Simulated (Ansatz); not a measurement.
# SiO2 (I4_122) in Ansatz: settings compared

The runs below take SiO2 through relaxation of cell and atoms, single point, with RPBE, r2SCAN+D3(BJ), PBE.

Everything below comes from runs of Ansatz 0.2.0. Logs are shortened: lines on timing, memory, paths and dates and some standing lists are left out, and cuts for length are marked.

## Step 1: The crystal as given

The structure is tetragonal, space group I4_122 (No. 98). Conventional cell: a = 5.676 Å, b = 5.676 Å, c = 11.320 Å, α = 90.00°, β = 90.00°, γ = 90.00°. Si (site symmetry 2) is surrounded by 4 O at 1.63 to 1.64 Å. O (site symmetry 2) has 2 Si at 1.63 Å as nearest neighbours. O (site symmetry 2) is surrounded by 2 Si at 1.64 Å.

The cell comes from a database or a generator and needn't be the stable form of this composition.

## Step 2: Relaxation of cell and atoms, RPBE

input.yaml reads:

```yaml
crystal:
  lattice:
    - [-2.837898, 2.837898, 5.66021]
    - [2.837898, -2.837898, 5.66021]
    - [2.837898, 2.837898, -5.66021]
  atoms:
    - { symbol: Si, position: [0.875, 0.263618, 0.888618] }
    - { symbol: Si, position: [0.013618, 0.625, 0.888618] }
    - { symbol: Si, position: [0.736382, 0.125, 0.111382] }
    - { symbol: Si, position: [0.375, 0.986382, 0.111382] }
    - { symbol: O, position: [0.633727, 0.133727, 0.5] }
    - { symbol: O, position: [0.467877, 0.967877, 0.935754] }
    - { symbol: O, position: [0.032123, 0.532123, 0.064246] }
    - { symbol: O, position: [0.116273, 0.116273, 0.0] }
    - { symbol: O, position: [0.883727, 0.883727, 0.0] }
    - { symbol: O, position: [0.866273, 0.366273, 0.5] }
    - { symbol: O, position: [0.282123, 0.717877, 0.0] }
    - { symbol: O, position: [0.717877, 0.282123, 0.0] }
hamiltonian:
  xc: rpbe
  pseudopotentials: { kind: paw }
kpoints:
  mp_grid: { grid: [7, 7, 7] }
scf:
  occupations: { method: fermi_dirac, width: 0.05 }
output:
  forces: true
  stress: true
  eigenvalues: true
relax:
  f_tol: 0.01
  max_steps: 40
  cell: { stress_tol: 0.05 }
```

Potentials or basis: Ansatz PAW.

On the command line:

```
$ ansatz run input.yaml --threads 4 --pin off --max-ram 11264MiB --backend cpu --events-out ev --progress --plain --runs-dir out
```

The program printed:

```text
Warning: RAYON_NUM_THREADS=4 ignored (pool sized by the plan → 4); use --threads N
Engine: ansatz 0.2.0, aarch64-unknown-linux-gnu
Pseudopotentials: kind: paw
Pseudopotential: Si, paw, valence charge 4, recommended cutoff 420 eV (normal), Si.paw.azcp
Pseudopotential: O, paw, valence charge 6, recommended cutoff 420 eV (normal), O.paw.azcp
Functional definition: RPBE
  parameter kappa = 0.804
  parameter beta = 0.06672455060314922
  exchange = rpbe_x(kappa = kappa, mu = beta*pi^2/3)
  correlation = pbe_c(beta = beta)
Crystal: 12 atoms, lattice volume = 182.342 Å³
Basis set: ecut = 420 eV, 3571 PW (Γ), exchange–correlation on 96×96×96 points (8 copies of the dense FFT grid, shifted against one another)
Bands: 44, of which v1, the nominal top of the filled ones, is band 32 counted from 1 (31 counted from 0)
Symmetry: 8 space group operations
Space group: I4122 (ITA 98), of the structure as read, at distance tolerance 5.7e-5 Å
k-points: 40 of 343 (time reversal used)
Non-local potential: Si, projectors of the file, l = 0: 2, l = 1: 2, l = 2: 2
Non-local potential: O, projectors of the file, l = 0: 2, l = 1: 2, l = 2: 1
PAW form: soft (Blöchl's): semilocal exchange-correlation on the pseudo side does not see the compensation charge
PAW frozen core: Si, regenerated for the run's functional, and the local potential with it (the file was generated under x = pbe(κ = 0.804, μ = 0.2195149727645171), c = pbe(β = 0.06672455060314922))
PAW frozen core: O, regenerated for the run's functional, and the local potential with it (the file was generated under x = pbe(κ = 0.804, μ = 0.2195149727645171), c = pbe(β = 0.06672455060314922))
PAW one-centre angular grid: Si, 110 points (default); XC on 64 Gauss nodes
PAW one-centre angular grid: O, 110 points (default); XC on 64 Gauss nodes
Initial density: superposition of atomic densities (neutral atoms: chi_scale 0, normalization atom), corrected by the library's trained network
Initial wavefunctions: pseudopotential atomic-orbital guess
Functional: x = rpbe, c = pbe(β = 0.06672455060314922)
SCF iter   1: F=—  HF=-7121.115128 eV  |F-HF|=—  |Δ(HF+E_count)|=         —  Δρ=3.18e-3  dr2=1.12e-2  ethr=1.77e-3  ⟨swp⟩=6.7  Hψ=9271  notcnv=0  defer=60
preconditioner: auto → Resta (q_TF=auto, 2.291 Å⁻¹)  ε∞=2.8  [insulator: Δε(μ)=4.987 eV  Ē_g=16.216 eV  σ=0.050 eV  W_gap=1.00  n_scr=36 (ndim 8)  ℏωp=22.0 eV  f_vac=0.266  D(μ)=0.00/eV (n_scr^D=0)  ε∞_Penn≈2.8]
SCF iter   2: F=—  HF=-7121.114130 eV  |F-HF|=—  |Δ(HF+E_count)|=   9.98e-4  Δρ=1.75e-3  dr2=2.43e-3  ethr=1.74e-5  ⟨swp⟩=2.0  Hψ=3267  notcnv=0  defer=209
SCF iter   3: F=—  HF=-7121.114729 eV  |F-HF|=—  |Δ(HF+E_count)|=   5.99e-4  Δρ=4.21e-4  dr2=3.25e-4  ethr=3.80e-6  ⟨swp⟩=2.0  Hψ=2713  notcnv=0  defer=209
SCF iter   4: F=—  HF=-7121.114715 eV  |F-HF|=—  |Δ(HF+E_count)|=   1.43e-5  Δρ=1.10e-4  dr2=1.67e-5  ethr=5.09e-7  ⟨swp⟩=2.0  Hψ=2668  notcnv=0  defer=209
SCF iter   5: F=—  HF=-7121.114651 eV  |F-HF|=—  |Δ(HF+E_count)|=   6.36e-5  Δρ=4.52e-5  dr2=3.17e-6  ethr=2.61e-8  ⟨swp⟩=2.0  Hψ=2575  notcnv=0  defer=209
SCF iter   6: F=—  HF=-7121.114652 eV  |F-HF|=—  |Δ(HF+E_count)|=   1.08e-6  Δρ=1.23e-5  dr2=2.74e-7  ethr=4.95e-9  ⟨swp⟩=2.0  Hψ=2522  notcnv=0  defer=209
SCF iter   7: F=-7121.114652 eV  HF=-7121.114652 eV  |F-HF|=1.67e-10  |Δ(HF+E_count)|=   1.90e-8  Δρ=2.84e-6  dr2=1.20e-8  ethr=1.56e-10  ⟨swp⟩=13.1  Hψ=9182  notcnv=0
SCF 1 converged in 7 iterations: F = -7121.114652 eV  dr2 = 1.20e-8
relax step   1: F+E_penalty+E_count = -7121.11465238 eV  Δ(F+E_penalty+E_count) = +0.000e0 eV  max|allowed force component| = 1.445e-1 eV/Å  Δτ_max = 0.0000 Å  P = +2.504 GPa  Ω = 182.342 Å³  (7 SCF iters, dr2 threshold 1.00e-7 eV, accepted)
Crystal: 12 atoms, lattice volume = 184.061 Å³
Basis set: ecut = 420 eV, 3611 PW (Γ), exchange–correlation on 96×96×96 points (8 copies of the dense FFT grid, shifted against one another)
Initial density: handed on by an earlier stage of this run
Initial wavefunctions: those handed on with the density
[... 60 lines left out ...]
SCF iter   2: F=—  HF=-7121.139829 eV  |F-HF|=—  |Δ(HF+E_count)|=   9.05e-5  Δρ=2.09e-5  dr2=2.85e-8  ethr=1.94e-10  ⟨swp⟩=3.1  Hψ=3510  notcnv=0
SCF iter   3: F=—  HF=-7121.139883 eV  |F-HF|=—  |Δ(HF+E_count)|=   5.35e-5  Δρ=2.87e-6  dr2=2.34e-9  ethr=4.45e-11  ⟨swp⟩=3.0  Hψ=3264  notcnv=0
SCF iter   4: F=—  HF=-7121.139884 eV  |F-HF|=—  |Δ(HF+E_count)|=   9.09e-7  Δρ=6.28e-7  dr2=4.97e-10  ethr=3.65e-12  ⟨swp⟩=2.0  Hψ=3040  notcnv=0
SCF iter   5: F=-7121.139884 eV  HF=-7121.139884 eV  |F-HF|=1.82e-12  |Δ(HF+E_count)|=   3.90e-9  Δρ=1.79e-7  dr2=6.30e-11  ethr=1.00e-12  ⟨swp⟩=7.8  Hψ=7163  notcnv=0
SCF 7 converged in 5 iterations: F = -7121.139884 eV  dr2 = 6.30e-11
relax step   7: F+E_penalty+E_count = -7121.13988377 eV  Δ(F+E_penalty+E_count) = -9.903e-4 eV  max|allowed force component| = 5.479e-3 eV/Å  Δτ_max = 0.0000 Å  P = +0.002 GPa  Ω = 186.239 Å³  stress off target by 4.44e-3 GPa  SCF on the basis re-selected at this cell (its energy is not comparable with the rows above)  (5 SCF iters)
basis re-selected at this cell: Δ(F+E_penalty+E_count) = -9.903e-4 eV, ΔP = +0.005 GPa vs the last step (what re-selecting the basis moved, of the pressure what is left beyond the Pulay correction that the steps carried, after the strain that the cell walked since its last selection, with what the two solves' SCF thresholds leave and, on support functions, any second-order correction that the steps lacked; it is no measure of the basis error at this ecutwfc). This SCF's stress stands 4.44e-3 GPa from its target on what of the cell is left free (relax.cell.stress_tol is 5.00e-2 GPa) and its largest allowed force component is 5.48e-3 eV/Å (relax.f_tol is 1.00e-2 eV/Å): within both
SCF converged after 5 iterations
Free energy (F): -7121.139884 eV
Harris-Foulkes:  -7121.139884 eV  (|F-HF|=1.82e-12)
Internal energy: -7121.139884 eV  (E = F + TS)
E sigma→0 (E₀):  -7121.139884 eV
Fermi energy:    3.744141 eV
--- Per-component energies (eV) ---
  E_band       = -371.653760
  E_kinetic    = 1605.085700
  E_local      = -4855.796936  (includes V_loc(G=0)·N_el)
  E_nonlocal   = 468.197868
  E_hartree    = 1828.417685
  E_xc         = -819.031931
  E_vxc        = -947.315106  (∫ρ·V_xc dr)
  E_paw        = -3345.653582  (= ΣΔE_a)
  E_vpaw       = -298.680882  (= ΣTr[D̂ρ^β])
  E_aug_tail   = 0.020277  (compensation charges beyond the density's cutoff)
  E_ewald      = -2002.115822
  E_core_change = -0.263143  (= ΣΔE_core)
  E_smearing   = -0.000000  (= −TS)
  E_closure    = -0.000000  (closes the sum)
  Σ components = -7121.139884   (vs F -7121.139884, Δ=0.00e0)
--- Forces (eV/Å), atoms counted from 1 ---
  atom   1  Si     0.00422091     0.00000000    -0.00000000
  atom   2  Si     0.00000000     0.00422091     0.00000000
  atom   3  Si     0.00000000    -0.00422091    -0.00000000
  atom   4  Si    -0.00422091     0.00000000     0.00000000
  atom   5  O     -0.00000000     0.00000000    -0.00547900
  atom   6  O      0.00377073     0.00377073    -0.00000000
  atom   7  O     -0.00377073    -0.00377073     0.00000000
  atom   8  O      0.00000000     0.00000000     0.00547900
  atom   9  O      0.00000000     0.00000000    -0.00547900
  atom  10  O     -0.00000000     0.00000000     0.00547900
  atom  11  O      0.00377073    -0.00377073     0.00000000
  atom  12  O     -0.00377073     0.00377073    -0.00000000
  max |Σ_I F_I| component: 3.47e-18 eV/Å
--- Stress (GPa, compression-positive) ---
        0.004438       0.000000      -0.000000
        0.000000       0.004438      -0.000000
       -0.000000      -0.000000      -0.001452
  P = ⅓ Tr σ = 0.0025 GPa (0.025 kbar)
--- Band table (eV; the first three rows and the last of 40) ---
  k-point 0: bands = ["-18.3665", "-17.1220", "-16.8979", "-16.8979", "-16.6303", "-16.4940", "-16.3709", "-15.9966", "-7.4237", "-7.4237", "-5.7828", "-4.6728", "-4.6728", "-3.9053", "-3.9053", "-3.8552", "-2.5774", "-1.9948", "-1.5794", "-1.2308", "-1.2308", "-0.8677", "-0.8677", "-0.7214", "-0.4928", "-0.4928", "-0.1871", "-0.1794", "0.5887", "0.5887", "0.9980", "1.2301", "6.1158", "8.4110", "8.5562", "10.2068", "10.2068", "10.6160", "10.7326", "10.7815", "10.8068", "11.7995", "11.7995", "12.1454"]
  k-point 1: bands = ["-18.3151", "-17.2180", "-17.0325", "-16.8451", "-16.5502", "-16.4858", "-16.3150", "-16.0217", "-7.3983", "-7.2759", "-5.9982", "-4.7544", "-4.5207", "-3.9569", "-3.9068", "-3.7924", "-2.5405", "-2.0220", "-1.5382", "-1.3398", "-1.2144", "-1.0251", "-0.9023", "-0.6655", "-0.6368", "-0.4722", "-0.1631", "0.1457", "0.4854", "0.5353", "0.9861", "1.1750", "6.4260", "8.6567", "8.6867", "10.1320", "10.2351", "10.5352", "10.5937", "10.7927", "10.8768", "11.7559", "11.9644", "12.3218"]
  k-point 2: bands = ["-18.1721", "-17.3554", "-17.2791", "-16.7969", "-16.4863", "-16.4223", "-16.1966", "-16.0901", "-7.3289", "-6.8613", "-6.3729", "-5.0454", "-4.3011", "-4.0405", "-3.8959", "-3.6784", "-2.4795", "-2.1661", "-1.6277", "-1.4702", "-1.1270", "-1.1145", "-0.9596", "-0.6069", "-0.5812", "-0.3535", "-0.1560", "0.1763", "0.2752", "0.7081", "0.7801", "1.1457", "7.1735", "9.0206", "9.2889", "9.9981", "10.2831", "10.3545", "10.4081", "10.7254", "11.2089", "11.6712", "11.9899", "12.1940"]
  k-point 39: bands = ["-17.9156", "-17.8686", "-17.3091", "-16.5250", "-16.4983", "-16.4476", "-16.0854", "-16.0703", "-8.2331", "-6.6397", "-5.2625", "-4.8318", "-4.8194", "-4.5076", "-4.1901", "-3.2012", "-2.3415", "-2.3232", "-1.3969", "-1.2446", "-1.1828", "-1.0676", "-0.9708", "-0.7080", "-0.5698", "-0.4891", "0.0778", "0.2313", "0.3568", "0.7577", "0.8143", "0.8681", "7.7418", "7.8687", "9.1429", "9.2086", "9.2788", "10.2296", "10.2405", "10.3969", "10.6331", "11.0300", "12.1650", "12.1721"]
--- Relaxed structure (5 steps of the walk, 5 accepted, 2 SCFs on fresh bases) ---
  F+E_penalty+E_count = -7121.13988377 eV   max|allowed force component| = 5.479e-3 eV/Å   (the final SCF, on the basis selected at the relaxed cell)
  cell:  # Å, volume = 186.2393 Å³
    - [-2.8615144825431527, 2.8615144825431527, 5.686166312069064]
    - [2.8615144825431527, -2.8615144825431527, 5.686166312069064]
    - [2.8615144825431527, 2.8615144825431527, -5.686166312069064]
  atoms:
    - { symbol: Si, position: [0.875, 0.2622772020552642, 0.8872772020552643] }
    - { symbol: Si, position: [0.012277202055264197, 0.625, 0.8872772020552643] }
    - { symbol: Si, position: [0.7377227979447357, 0.12499999999999997, 0.1127227979447358] }
    - { symbol: Si, position: [0.375, 0.9877227979447358, 0.1127227979447358] }
    - { symbol: O, position: [0.6329453126621943, 0.13294531266219436, 0.49999999999999994] }
    - { symbol: O, position: [0.46931261162570825, 0.969312611625708, 0.9386252232514163] }
    - { symbol: O, position: [0.030687388374291802, 0.5306873883742917, 0.06137477674858344] }
    - { symbol: O, position: [0.11705468733780565, 0.11705468733780565, -1.2734803159304439e-20] }
    - { symbol: O, position: [0.8829453126621946, 0.8829453126621946, -1.2734803159304157e-20] }
    - { symbol: O, position: [0.8670546873378056, 0.3670546873378057, 0.49999999999999994] }
    - { symbol: O, position: [0.28068738837429175, 0.7193126116257083, 0.0] }
    - { symbol: O, position: [0.7193126116257083, 0.28068738837429175, 0.0] }
```

Wall time 55 s (4 threads of Arm Neoverse V2, shared host); peak memory 0.64 GiB.

What came out:

| Quantity | Value |
| --- | --- |
| Free energy | -7121.1399 eV |
| Relaxed volume | 15.52 Å³/atom |
| Relaxed cell | a = 6.979 Å, b = 6.979 Å, c = 6.979 Å, α = 131.59°, β = 131.59°, γ = 70.88° |
| Space group after relaxing (to 0.05 Å) | I4_122 (No. 98) |
| Energy gained by relaxing | 2.1 meV/atom |
| Ionic steps | 7 |
| Pressure after relaxing | 0.0 GPa |
| Largest force after relaxing | 0.005 eV/Å |
| Band gap on the k mesh | 4.89 eV, direct |

Forces in eV/Å, atoms in the order of the input:
```
Si   0.004  0.000  0.000
Si   0.000  0.004  0.000
Si   0.000 -0.004  0.000
Si  -0.004  0.000  0.000
O    0.000  0.000 -0.005
O    0.004  0.004  0.000
O   -0.004 -0.004  0.000
O    0.000  0.000  0.005
O    0.000  0.000 -0.005
O    0.000  0.000  0.005
O    0.004 -0.004  0.000
O   -0.004  0.004  0.000
```

The path:
```tsv
step	energy change (eV)	largest force (eV/Å)	volume (Å³)
1	0.0000	0.2043	182.34
2	-0.0124	0.1111	184.06
3	-0.0136	0.0186	185.92
4	-0.0139	0.0049	185.85
5	-0.0251	0.0048	185.85
6	-0.0242	0.0055	186.24
7	-0.0252	0.0055	186.24
```

Final structure:
```xyz
12
Lattice="-2.8615 2.8615 5.6862 2.8615 -2.8615 5.6862 2.8615 2.8615 -5.6862" Properties=species:S:1:pos:R:3 pbc="T T T"
Si    0.7856    4.2923    1.4215
Si    4.2923    0.7856   -1.4215
Si   -1.4308    2.0759    4.2646
Si    2.0759   -1.4308    7.1077
O     0.0000    2.8615    1.5119
O     4.1166    1.2551    2.8431
O     1.6064   -1.2551    2.8431
O     0.0000    0.0000    1.3312
O     0.0000    0.0000   10.0411
O     0.0000    2.8615    4.1743
O     1.2551   -1.2551    5.6862
O    -1.2551    1.2551    5.6862
```

Caveat: odd divisions of the mesh miss points on the zone boundary, where band edges often lie, so the gap on the mesh can be too wide; the plane-wave basis is chosen anew once the cell has moved, so the energies of steps on either side of that aren't comparable; the pressure holds a Pulay correction of +0.4 GPa for the finite cutoff; the PAW data sets come from PBE, with cores solved anew for the run's functional, which leaves a small shift of forces and pressure.

## Step 3: Relaxation of cell and atoms, r2SCAN+D3(BJ)

Edit input.yaml of step 2 so:

```diff
@@ -19,4 +19,5 @@
 hamiltonian:
-  xc: rpbe
+  xc: r2scan
   pseudopotentials: { kind: paw }
+  dispersion: d3bj
 kpoints:
```

Potentials or basis: Ansatz PAW.

On the command line:

```
$ ansatz run input.yaml --threads 4 --pin off --max-ram 11264MiB --backend cpu --events-out ev --progress --plain --runs-dir out
```

Wall time 93 s (4 threads of Arm Neoverse V2, shared host); peak memory 1.2 GiB.

Results (log left out):

* Free energy: -7119.1726 eV
* Relaxed volume: 14.59 Å³/atom
* Relaxed cell: a = 6.861 Å, b = 6.861 Å, c = 6.861 Å, α = 131.95°, β = 131.95°, γ = 70.30°
* Space group after relaxing (to 0.05 Å): I4_122 (No. 98)
* Energy gained by relaxing: 7.9 meV/atom
* Ionic steps: 6
* Pressure after relaxing: 0.0 GPa
* Band gap on the k mesh: 5.58 eV, direct

Forces on the atoms (eV/Å):
```
Si   0.003  0.000  0.000
Si   0.000  0.003  0.000
Si   0.000 -0.003  0.000
Si  -0.003  0.000  0.000
O    0.000  0.000  0.000
O    0.001  0.001  0.000
O   -0.001 -0.001  0.000
O    0.000  0.000  0.000
O    0.000  0.000  0.000
O    0.000  0.000  0.000
O    0.001 -0.001  0.000
O   -0.001  0.001  0.000
```

The path:
| step | energy change (eV) | largest force (eV/Å) | volume (Å³) |
| --- | --- | --- | --- |
| 1 | 0.0000 | 0.4447 | 182.34 |
| 2 | -0.0693 | 0.2433 | 179.06 |
| 3 | -0.0978 | 0.0386 | 175.11 |
| 4 | -0.0982 | 0.0470 | 174.94 |
| 5 | -0.0983 | 0.0025 | 175.04 |
| 6 | -0.0954 | 0.0026 | 175.04 |

Final structure:
```
Si O
1.0
    -2.79303    2.79303    5.60937
     2.79303   -2.79303    5.60937
     2.79303    2.79303   -5.60937
Si O
4 8
Direct
  0.87500 0.26643 0.89143
  0.01643 0.62500 0.89143
  0.73357 0.12500 0.10857
  0.37500 0.98357 0.10857
  0.63491 0.13491 0.50000
  0.46509 0.96509 0.93017
  0.03491 0.53491 0.06983
  0.11509 0.11509 0.00000
  0.88491 0.88491 0.00000
  0.86509 0.36509 0.50000
  0.28491 0.71509 0.00000
  0.71509 0.28491 0.00000
```

Levels at points of the mesh, in eV from the valence-band top:
| k point | band 29 | band 30 | band 31 | band 32 | band 33 | band 34 | band 35 | band 36 |
| --- | --- | --- | --- | --- | --- | --- | --- | --- |
| (0.00, 0.00, 0.00) | -0.73 | -0.73 | -0.26 | 0.00 | 5.58 | 8.35 | 8.51 | 9.66 |

Caveat: odd divisions of the mesh miss points on the zone boundary, where band edges often lie, so the gap on the mesh can be too wide; the plane-wave basis is chosen anew once the cell has moved, so the energies of steps on either side of that aren't comparable; the PAW data sets come from PBE, with cores solved anew for the run's functional, which leaves a small shift of forces and pressure; the dispersion damping was fitted for another functional or another form of the correction. r2SCAN opens gaps a little over a GGA but as a rule still falls short of measured ones.

(Continued in part 2 of 2.)
